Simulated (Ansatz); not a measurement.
# GaN: start and end of a relaxation

The cell of GaN is invented: sheets of the FeO type stacked in turn (P4/nmm, No. 129) (elements of the layers in order: GaN (FeO type), GaN (FeO type)). A sheet's type names the database crystal that the layer was cut from.

start.cif

```cif
data_structure
_symmetry_space_group_name_H-M 'P4/nmm:1'
_symmetry_Int_Tables_number 129
_cell_length_a 3.9077
_cell_length_b 3.9077
_cell_length_c 4.1053
_cell_angle_alpha 90.000
_cell_angle_beta 90.000
_cell_angle_gamma 90.000
_cell_volume 62.69
loop_
_atom_site_label
_atom_site_type_symbol
_atom_site_symmetry_multiplicity
_atom_site_Wyckoff_symbol
_atom_site_fract_x
_atom_site_fract_y
_atom_site_fract_z
_atom_site_occupancy
Ga1 Ga 2 a 0.50000 0.50000 0.00000 1
N1 N 2 c 0.50000 0.00000 0.83981 1
```

The calculation used Ansatz 0.2.0, DFT PBE+D3(BJ), scalar-relativistic, plane waves, PAW. Cutoff 420 eV, Gaussian smearing, Γ-centred meshes. Cell and atoms relax first on a coarse mesh and then on a converged one. In between, the cell is made exact in the group found at 0.06 Å. The steps can't lower the symmetry of their start. No spin polarisation.

end.cif

```cif
data_structure
_symmetry_space_group_name_H-M 'P4/nmm:1'
_symmetry_Int_Tables_number 129
_cell_length_a 3.7195
_cell_length_b 3.7195
_cell_length_c 3.5010
_cell_angle_alpha 90.000
_cell_angle_beta 90.000
_cell_angle_gamma 90.000
_cell_volume 48.44
loop_
_atom_site_label
_atom_site_type_symbol
_atom_site_symmetry_multiplicity
_atom_site_Wyckoff_symbol
_atom_site_fract_x
_atom_site_fract_y
_atom_site_fract_z
_atom_site_occupancy
Ga1 Ga 2 a 0.50000 0.50000 0.00000 1
N1 N 2 c 0.50000 0.00000 0.79200 1
```

The symmetry stays P4/nmm (No. 129). The volume per atom shrinks by 22.7 %, from 15.7 to 12.1 Å³. The shortest distance goes from 2.06 Å (Ga–N) to 2.00 Å (Ga–N). The ratio c/a of the conventional cell changes by a factor of 0.90. The energy falls by about 0.10 eV/atom (the start's value is from the coarse mesh).

```json
{
 "Volume per atom": "12.1 Å³",
 "Density": "5.7 g/cm³",
 "Energy over the elements": "+0.221 eV/atom",
 "Gap on the 10×10×10 mesh of the 4-atom cell": "0.51 eV"
}
```

Energies over the elements count from the elements' standard structures at the same level (N₂ as a molecule), with no fitted energy shifts. It can't be a ground state, since the elements alone are lower.

The last run used Gaussian smearing of 0.02 eV. Kohn–Sham gaps at this level usually fall short of measured ones. Symmetry constrained the relaxation, so the result can be a saddle point. In all, the 4 runs took 54 s on 1 thread of Arm Neoverse V2 (shared host).
